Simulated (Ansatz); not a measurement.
# TePb: a single-point run

The task is a single-point run on TePb. The structure is shown as the input types it.

Program: Ansatz 0.2.0. Level of theory: DFT, PBE, PAW with Ansatz's default frozen-core files, scalar-relativistic. These are calculated values, not measurements.

### 1 The system as given

It takes space group Pm-3m (No. 221, cubic). Conventional cell: a = 3.921 Å, b = 3.921 Å, c = 3.921 Å, α = 90.00°, β = 90.00°, γ = 90.00°. Around Te (site symmetry m-3m) lie 8 Pb at 3.40 Å. Pb (site symmetry m-3m) has 8 Te at 3.40 Å as nearest neighbours.

Structure file:

```cif
data_structure
_symmetry_space_group_name_H-M 'Pm-3m'
_symmetry_Int_Tables_number 221
_cell_length_a 3.9213
_cell_length_b 3.9213
_cell_length_c 3.9213
_cell_angle_alpha 90.000
_cell_angle_beta 90.000
_cell_angle_gamma 90.000
_cell_volume 60.30
loop_
_atom_site_label
_atom_site_type_symbol
_atom_site_symmetry_multiplicity
_atom_site_Wyckoff_symbol
_atom_site_fract_x
_atom_site_fract_y
_atom_site_fract_z
_atom_site_occupancy
Te1 Te 1 b 0.50000 0.50000 0.50000 1
Pb1 Pb 1 a 0.00000 0.00000 0.00000 1
```

### 2 The run

Input file input.yaml:

```yaml
crystal:
  lattice:
    - [3.9212797642, 0.0, 0.0]
    - [0.0, 3.9212797642, 0.0]
    - [0.0, 0.0, 3.9212797642]
  atoms:
    - { symbol: Te, position: [0.5, 0.5, 0.5] }
    - { symbol: Pb, position: [0.0, 0.0, 0.0] }
kpoints:
  mp_grid: { grid: [10, 9, 11] }
scf:
  occupations: { method: fermi_dirac, width: 0.08 }
  max_iter: 80
hamiltonian:
  xc: pbe
  pseudopotentials: { kind: paw }
output:
  forces: true
  stress: true
  eigenvalues: true
  efg: { contact_densities: true }
```

Command:

```sh
$ ansatz run input.yaml --threads 1 --pin off --max-ram 2048MiB --backend cpu --events-out ev --progress --plain --runs-dir out
```

Q: Will this input give a usable result? If not, why, and what should change?

The program finished normally, with warnings (gradients without spin orbit, symmetry narrowed by mesh). Its log warns: «crystal.symmetry: narrowed to the stabiliser of the k-point mesh — unitary ops 48 → 8; excluded 40 operations that carry a point of the 10×9×11 mesh (shift [0, 0 ...»

In the input, kpoints.mp_grid.grid is [10, 9, 11]. The risk: uneven k-mesh. It still converged here, which does not make the setting sound.

Run again and compare: set kpoints.mp_grid.grid to [10, 10, 10].
